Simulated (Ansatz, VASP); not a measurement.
**Two plane-wave programs on HfN**

```
CELL_PARAMETERS angstrom
0.00000 2.27393 2.27393
2.27393 0.00000 2.27393
2.27393 2.27393 0.00000
ATOMIC_POSITIONS crystal
Hf 0.00000 0.00000 0.00000
N 0.50000 0.50000 0.50000
```

Alike in both runs: functional PBE; k mesh 15 × 15 × 15; occupations methfessel-paxton of order 1, width 0.1 eV; no spin polarisation.

Ansatz relaxed the structure, and its values are those at the end. VASP's run is a single point on that final structure, the one shown.

|  | VASP | Ansatz |
| --- | --- | --- |
| version | VASP 6.6.1 | Ansatz 0.2.0 |
| potentials or method | VASP PAW PBE potentials, release 64 (Hf_pv, N) | plane-wave PAW DFT |
| plane-wave cutoff (eV) | 520 | 420 |
| valence electrons in the cell | 15 | 31 |

VASP gave:

```
pressure (GPa) : -2.4
```

Q: Estimate Ansatz's values.

A: Pressure (GPa): 0.0.

The two sets of potentials don't hold the same shells in valence.

Spin-orbit coupling is left out, which matters for the levels of Hf.
